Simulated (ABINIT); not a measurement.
Si, 2 atoms in the cell. It takes space group Fd-3m (No. 227, cubic). The conventional cell has a = 5.444 Å, b = 5.444 Å, c = 5.444 Å, α = 90.00°, β = 90.00°, γ = 90.00°. Si (site symmetry -43m) is surrounded by 4 Si at 2.36 Å. 

| Property | Result |
| --- | --- |
| Program | ABINIT 10.8.3 (patched build) |
| Task | single point |
| Functional | PBE |
| Potentials or basis | JTH PAW PBE v2.0 |
| Cutoff | 408 eV |
| k mesh | 3 × 3 × 3 |
| Occupations | fermi-dirac, width 0.05 eV |
| Spin | no spin polarisation |
| Fine-grid cutoff | 816.342 eV |
| Exchange and correlation inside the PAW spheres | full angular mesh (pawxcdev 0, this build's default; the released program takes 1) |

Potentials or basis: JTH PAW PBE v2.0.

Run with:

```sh
$ abinit run.abi > log 2>&1
```

Hardware: 1 thread of Arm Neoverse V1 (shared host).

Question: How long does it take, and how much memory?

Answer: It took 3.3 s on 1 thread of Arm Neoverse V1, on a shared host, peak memory 0.11 GiB. Counts: scf iterations 12, k points 4, bands 8, plane waves 769.
